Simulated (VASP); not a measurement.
A run of VASP 6.6.1:

File INCAR:

```
PREC = Accurate
ENCUT = 600
EDIFF = 1E-7
ISMEAR = 1
SIGMA = 0.1
LREAL = False
LASPH = True
NELM = 150
ALGO = Normal
ISIF = 3
LWAVE = False
LCHARG = False
ISPIN = 2
MAGMOM = 1.5 1.5 -1.5 -1.5 0 0 0 0
LORBIT = 11
LMAXMIX = 4
METAGGA = R2SCAN
LMIXTAU = True
IBRION = 2
NSW = 90
EDIFFG = -0.005
AMIX = 0.2
BMIX = 1E-4
AMIX_MAG = 0.8
BMIX_MAG = 1E-4
KPAR = 4
```

The input KPOINTS:

```
regular mesh
0
Gamma
  8 8 8
```

Contents of POSCAR:

```
CoSi                                    
1.0
    4.3834103552      0.0000000000      0.0000000000
    0.0000000000      4.3834104487      0.0000000000
    0.0000000000      0.0000000000      4.3834104148
  Co              Si            
     4     4
Direct
     0.1457408229837161    0.1457408397562201    0.1457408328058217
     0.3542591770162840    0.8542591602437797    0.6457408328058215
     0.6457408229837162    0.3542591602437800    0.8542591671941785
     0.8542591770162838    0.6457408397562203    0.3542591671941783
     0.8436162875561346    0.8436162646347432    0.8436162775133049
     0.6563837124438654    0.1563837353652572    0.3436162775133049
     0.3436162875561345    0.6563837353652568    0.1563837224866949
     0.1563837124438654    0.3436162646347429    0.6563837224866951
```

Potentials or basis: VASP PAW PBE potentials, release 64 (Co, Si).

Command:

```bash
$ cat potpaw_PBE.64/Co/POTCAR potpaw_PBE.64/Si/POTCAR > POTCAR
$ mpirun -np 4 vasp_std > vasp.out
```

Hardware: 4 MPI ranks on AMD EPYC 9R45 96-Core Processor (Zen 5) (shared host).

How long does it take, and how much memory?

Run time: 13 min on 4 MPI ranks on AMD EPYC 9R45 96-Core Processor (Zen 5), with other jobs on the host, peak memory 0.65 GiB a rank. Counts: scf iterations 24, k points 125, ion steps 1.
